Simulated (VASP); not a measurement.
Write the native input for VASP 6.6.1 that does the following.

```
Task                               : single point
Functional                         : HSE06
Potentials or basis                : VASP PAW PBE potentials, release 64 (Ga_d, N)
Cutoff                             : 520 eV
k mesh                             : 8 × 8 × 8
Occupations                        : gaussian, width 0.02 eV
Spin                               : no spin polarisation
Grid for exact exchange (PRECFOCK) : Fast
Screening parameter                : 0.2 1/A
Further INCAR settings             : ALGO = Normal; EDIFF = 1e-07; NBANDS = 16
```

Crystal: GaN.

```
Ga N
1.0
     0.00000    2.11080    2.11080
     2.11080    0.00000    2.11080
     2.11080    2.11080    0.00000
Ga N
1 1
Direct
  0.00000 0.00000 0.00000
  0.50000 0.50000 0.50000
```

Measurements of this composition are mostly on another form, of space group No. 186.

One way to write it, as run:

POSCAR

```
GaN
1.0
    0.0000000000      2.1108000000      2.1108000000
    2.1108000000      0.0000000000      2.1108000000
    2.1108000000      2.1108000000      0.0000000000
Ga N
1 1
Direct
    0.0000000000      0.0000000000      0.0000000000
    0.5000000000      0.5000000000      0.5000000000
```

INCAR.step1

```
PREC = Accurate
ENCUT = 520
EDIFF = 1E-5
ISMEAR = 0
SIGMA = 0.02
LREAL = F
LASPH = T
NELM = 100
ALGO = Normal
ISIF = 2
LWAVE = T
LCHARG = F
NBANDS = 16
GGA = PE
```

INCAR.step2

```
PREC = Accurate
ENCUT = 520
EDIFF = 1E-7
ISMEAR = 0
SIGMA = 0.02
LREAL = F
LASPH = T
NELM = 100
ALGO = Normal
ISIF = 2
LWAVE = F
LCHARG = F
GGA = PE
LHFCALC = T
HFSCREEN = 0.2
PRECFOCK = Fast
NBANDS = 16
ISTART = 1
```

KPOINTS

```
Automatic mesh
0
Gamma
  8 8 8
```

Potentials or basis: VASP PAW PBE potentials, release 64 (Ga_d, N).

Launch:

```bash
$ cat potpaw_PBE.64/Ga_d/POTCAR potpaw_PBE.64/N/POTCAR > POTCAR
$ cp INCAR.step1 INCAR
$ mpirun -np 1 vasp_std > vasp.out
$ cp INCAR.step2 INCAR
$ mpirun -np 1 vasp_std > vasp.out
```

It gave:

```json
{
  "Pressure": "-1.2 GPa",
  "Band gap on the k mesh": "1.92 eV, indirect (least direct gap 4.13 eV)"
}
```

Caveat: the PAW data sets were made with another functional, which shifts forces and pressure a little.

Wall time 36 min on 1 thread of Intel(R) Xeon(R) Platinum 8488C (Sapphire Rapids), on a shared host, peak memory 0.26 GiB.
